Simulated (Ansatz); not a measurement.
The system is SnO2.

```
CELL_PARAMETERS angstrom
4.78800 0.00000 0.00000
0.00000 4.86658 0.00000
0.00000 0.00000 3.24090
ATOMIC_POSITIONS crystal
Sn 0.00000 0.00000 0.00000
Sn 0.50000 0.50000 0.50000
O 0.70815 0.67896 0.00000
O 0.20814 0.82104 0.50000
O 0.79185 0.17896 0.50000
O 0.29185 0.32104 0.00000
```

The cell is a database's computed one.

Base run:

- Program: Ansatz 0.2.0
- Functional: BLYP
- Potentials or basis: Ansatz PAW
- Cutoff: 420 eV (not typed: the program's choice for these potentials)
- k mesh: 5 × 5 × 6
- Occupations: fermi-dirac, width 0.05 eV
- Spin: no spin polarisation

Its results: band gap on the k mesh 0.83 eV, direct; pressure 4.6 GPa; largest force 0.077 eV/Å.

After a change of settings the same cell gave: band gap on the k mesh 1.40 eV, direct; pressure -8.2 GPa; largest force 0.133 eV/Å. Which change was it?
A. functional from BLYP to RPBE
B. functional from BLYP to PBEsol
C. functional from BLYP to r2SCAN; cutoff from 420 eV (not typed: the program's choice for these potentials) to 500 eV (not typed: the program's choice for these potentials)
D. functional from BLYP to revPBE

C.

r2SCAN gives the wider gap, since meta-GGAs in the generalised Kohn-Sham scheme recover part of the derivative discontinuity.

Caveats: spin-orbit coupling is left out, which moves the levels of the heavy elements; the PAW data sets come from PBE, with cores solved anew for the run's functional, which leaves a small shift of forces and pressure.

Runs at the PBE level aren't shown here.
